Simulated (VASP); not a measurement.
## VASP 6.6.1 run: GaN

INCAR

```
ISIF = 2
NELECT = 35
ENCUT = 520
NELM = 120
LREAL = .FALSE.
EDIFF = 1E-7
NBANDS = 26
LASPH = .TRUE.
SIGMA = 0.1
PREC = Accurate
ISMEAR = -5
LWAVE = .FALSE.
IBRION = -1
NSW = 0
GGA = PE
LCHARG = .FALSE.
```

KPOINTS

```
KPOINTS created by Atomic Simulation Environment
0
Gamma
12 12 6
0 0 0
```

POSCAR

```
Ga N
 1.0000000000000000
     3.2786438574172023    0.0000000000000000    0.0000000000000000
    -1.6393219287086012    2.8393888704851022    0.0000000000000000
     0.0000000000000000    0.0000000000000000    5.3391339861000002
 Ga  N
   2   2
Cartesian
 -0.0000000000000001  1.8929259136567347 -0.0054203828648745
  1.6393219287086009  0.9464629568283673  2.6641466101851257
 -0.0000000000000001  1.8929259136567347  2.0075956276523739
  1.6393219287086009  0.9464629568283673  4.6771626207023749
```

The recommended PBE PAW datasets give the neutral cell 36 valence electrons.

Command

```
mpirun -np 1 vasp_std
```

OSZICAR

```
N       E                     dE             d eps       ncg     rms          rms(c)
DAV:   1     0.259560494837E+03    0.25956E+03   -0.16664E+04  4282   0.237E+03
DAV:   2     0.476596390619E+01   -0.25479E+03   -0.24043E+03  4304   0.469E+02
DAV:   3    -0.284018805830E+02   -0.33168E+02   -0.32355E+02  4822   0.136E+02
DAV:   4    -0.295655048313E+02   -0.11636E+01   -0.11560E+01  4640   0.276E+01
DAV:   5    -0.295925104604E+02   -0.27006E-01   -0.26962E-01  4930   0.398E+00    0.766E+00
DAV:   6    -0.279172166421E+02    0.16753E+01   -0.41108E+00  6214   0.383E+01    0.245E+00
DAV:   7    -0.279513633498E+02   -0.34147E-01   -0.71425E-01  4228   0.612E+00    0.197E+00
DAV:   8    -0.279464257102E+02    0.49376E-02   -0.57052E-02  5436   0.362E+00    0.426E-01
DAV:   9    -0.279411949183E+02    0.52308E-02   -0.21972E-02  6244   0.266E+00    0.177E-01
DAV:  10    -0.279414949914E+02   -0.30007E-03   -0.15791E-03  4206   0.313E-01    0.690E-02
DAV:  11    -0.279416106064E+02   -0.11561E-03   -0.19513E-04  4198   0.160E-01    0.201E-02
DAV:  12    -0.279416073127E+02    0.32937E-05   -0.39157E-05  5566   0.433E-02    0.973E-03
DAV:  13    -0.279416082283E+02   -0.91564E-06   -0.54756E-06  4170   0.162E-02    0.634E-03
DAV:  14    -0.279416077302E+02    0.49813E-06   -0.87691E-07  4196   0.786E-03    0.188E-03
DAV:  15    -0.279416076445E+02    0.85678E-07   -0.23698E-07  4034   0.288E-03
   1 F= -.27941608E+02 E0= -.27941608E+02  d E =0.000000E+00
```

From OUTCAR

```
k-points           NKPTS =     76   k-points in BZ     NKDIM =     76   number of bands    NBANDS=     26

   NELECT =      35.0000    total number of electrons

   dimension x,y,z NGX =    24 NGY =   24 NGZ =   40
   dimension x,y,z NGXF=    48 NGYF=   48 NGZF=   80

  energy-cutoff  :      520.00
  volume of cell :       49.70
      direct lattice vectors                 reciprocal lattice vectors
     3.278643857  0.000000000  0.000000000     0.305004155  0.176094231  0.000000000
    -1.639321929  2.839388870  0.000000000     0.000000000  0.352188462  0.000000000
     0.000000000  0.000000000  5.339133986     0.000000000  0.000000000  0.187296292

 k-points in reciprocal lattice and weights: KPOINTS created by Atomic Simulation Env
   0.00000000  0.00000000  0.00000000       0.001
   0.08333333  0.00000000  0.00000000       0.007
   0.16666667  0.00000000  0.00000000       0.007
   0.25000000  0.00000000  0.00000000       0.007
   0.33333333  0.00000000  0.00000000       0.007
   0.41666667  0.00000000  0.00000000       0.007
   0.50000000  0.00000000  0.00000000       0.003
   0.08333333  0.08333333  0.00000000       0.007
   ...

 E-fermi :   3.1433

 k-point     1 :       0.0000    0.0000    0.0000
  band No.  band energies     occupation
      1     -11.1370      2.00000
      2     -10.4964      2.00000
      3      -9.0292      2.00000
      4      -9.0230      2.00000
      5      -9.0230      2.00000
      6      -8.9753      2.00000
      7      -8.9753      2.00000
      8      -8.8157      2.00000
      9      -8.8157      2.00000
     10      -8.7421      2.00000
     11      -8.7421      2.00000
     12      -7.6456      2.00000
     13      -2.0930      2.00000
     14       3.0637      2.00000
     15       3.0637      2.00000
     16       3.9109     -0.50070
     17       3.9150      0.00000
     18       3.9150      0.00000
     19       5.7863      0.00000
     20       8.2295      0.00000
     21      13.0093      0.00000
     22      14.1058      0.00000
     23      14.1058      0.00000
     24      14.8091      0.00000
     25      15.6545      0.00000
     26      15.6545      0.00000

 k-point     2 :       0.0833    0.0000    0.0000
  band No.  band energies     occupation
      1     -11.0851      2.00000
      2     -10.4842      2.00000
      3      -9.0243      2.00000
      4      -9.0151      2.00000
      5      -8.9959      2.00000
      6      -8.9681      2.00000
      7      -8.9649      2.00000
      8      -8.8197      2.00000
      9      -8.8162      2.00000
     10      -8.7498      2.00000
     11      -8.7409      2.00000
     12      -7.6059      2.00000
     13      -2.0091      2.00000
     14       2.6358      2.00000
     15       2.9482      2.00000
     16       3.3464      0.55408
     17       3.8564      0.00000
     18       3.8629      0.00000
     19       6.3233      0.00000
     20       8.6061      0.00000
     21      12.9117      0.00000
     22      13.6320      0.00000
     23      14.2557      0.00000
     24      14.8804      0.00000
     25      15.3274      0.00000
     26      15.7814      0.00000

 ...

  Total      -11.7362202    -11.7362202    -11.7950624      0.0000000      0.0000000      0.0000000
  in kB     -378.3109341   -378.3109341   -380.2076802      0.0000000      0.0000000      0.0000000
  external PRESSURE =    -378.9431828 kB  Pullay stress =       0.0000000 kB

 POSITION                                       TOTAL-FORCE (eV/Angst)
 -----------------------------------------------------------------------------------
      0.00000      1.89293      5.33371        -0.000000     -0.000000      0.076685
      1.63932      0.94646      2.66415         0.000000      0.000000      0.076685
      0.00000      1.89293      2.00760        -0.000000     -0.000000     -0.076685
      1.63932      0.94646      4.67716         0.000000      0.000000     -0.076685
 -----------------------------------------------------------------------------------
    total drift:                               -0.000000     -0.000001      0.000841

  FREE ENERGIE OF THE ION-ELECTRON SYSTEM (eV)
  ---------------------------------------------------
  free  energy   TOTEN  =       -27.9416076445 eV

  energy  without entropy=      -27.9416076445  energy(sigma->0) =      -27.94160764
```

It converged. Results: pressure -37.9 GPa; largest force 0.08 eV/Å.

The cell is charged and sits in a uniform background.

For comparison, a separate PBE run of the intended cell, on usual settings and not on those above, gives a gap of 1.35 eV on its mesh and a pressure of -8.2 GPa.

The run above took about 48 s on one core of a shared host (Intel Xeon Platinum 8488C) and held 0.22 GiB at most.
